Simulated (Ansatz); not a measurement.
# Sn: the cost of one run

Method: DFT PBEsol, scalar-relativistic, plane waves, PAW, in Ansatz 0.2.0.

1 further run of the same task is left out (set aside as unsound or not needed). Runs told in other sessions of the task aren't counted.

### Step 1. The starting structure

It takes space group I4/mmm (No. 139, tetragonal). The conventional cell has a = 3.235 Å, b = 3.235 Å, c = 5.068 Å, α = 90.00°, β = 90.00°, γ = 90.00°. Sn (site symmetry 4/mmm) is surrounded by 12 Sn at 3.23 to 3.41 Å.

As a file:

```
CELL_PARAMETERS angstrom
-1.61733 -1.61733 -2.53388
-1.61733 -1.61733 2.53388
-6.46931 6.46931 0.00000
ATOMIC_POSITIONS crystal
Sn 0.50000 0.50000 0.25000
Sn 0.00000 0.00000 0.00000
Sn 0.50000 0.50000 0.75000
Sn 0.00000 0.00000 0.50000
```

It is built from the cell relaxed beforehand with the same method (26.51 Å³/atom).

### Step 2. Zero of the scan

input.yaml reads:

```yaml
crystal:
  lattice:
    - [-1.6173266329, -1.6173266329, -2.5338794537]
    - [-1.6173266329, -1.6173266329, 2.5338794537]
    - [-6.4693065316, 6.4693065316, 0.0]
  atoms:
    - { symbol: Sn, position: [0.5, 0.5, 0.25] }
    - { symbol: Sn, position: [0.0, 0.0, 0.0] }
    - { symbol: Sn, position: [0.5, 0.5, 0.75] }
    - { symbol: Sn, position: [0.0, 0.0, 0.5] }
basis:
  ecutwfc: 420
kpoints:
  mp_grid: { grid: [17, 17, 7] }
hamiltonian:
  xc: pbesol
scf:
  occupations: { method: gaussian, width: 0.15 }
output:
  forces: true
  stress: true
  eigenvalues: true
```

Started as:

```sh
ansatz run input.yaml --threads 2 --pin off --max-ram 5120MiB --backend cpu --events-out ev --progress --plain --runs-dir out
```

What time and memory should one allow on 2 threads of AMD EPYC 9R45 (Zen 5), shared host?

About 9.1 s, with a peak of 1 GiB.
